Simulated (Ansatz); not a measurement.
Rock-salt NaBr, treated with LC-ωPBE in Ansatz (PAW).

Numerical settings: plane-wave cutoff 460 eV, 8×8×8 k mesh, Fermi–Dirac smearing 0.01 eV, scalar-relativistic PAW data made under PBE.

Response to compression and expansion:

```json
[
 {"V (Å³/atom)": "24.953", "P (GPa)": "1.26", "direct gap at Γ (eV)": "10.681"},
 {"V (Å³/atom)": "25.610", "P (GPa)": "0.58", "direct gap at Γ (eV)": "10.585"},
 {"V (Å³/atom)": "26.162", "P (GPa)": "0.09", "direct gap at Γ (eV)": "10.510"},
 {"V (Å³/atom)": "26.923", "P (GPa)": "-0.51", "direct gap at Γ (eV)": "10.411"},
 {"V (Å³/atom)": "27.580", "P (GPa)": "-0.95", "direct gap at Γ (eV)": "10.333"}
]
```

A straight line through the gaps at Γ against ln V gives a volume deformation potential dE_g(Γ)/d ln V of -3.5 eV: the gap at Γ widens under compression.

Measured, for comparison: band gap 7.1 eV (temperature not stated, not corrected to a static lattice; as tabulated in Aguado et al. (1998), arXiv:cond-mat/9809176).

Spin–orbit coupling is not included.

Ansatz is a quantum-chemistry and plane-wave program.
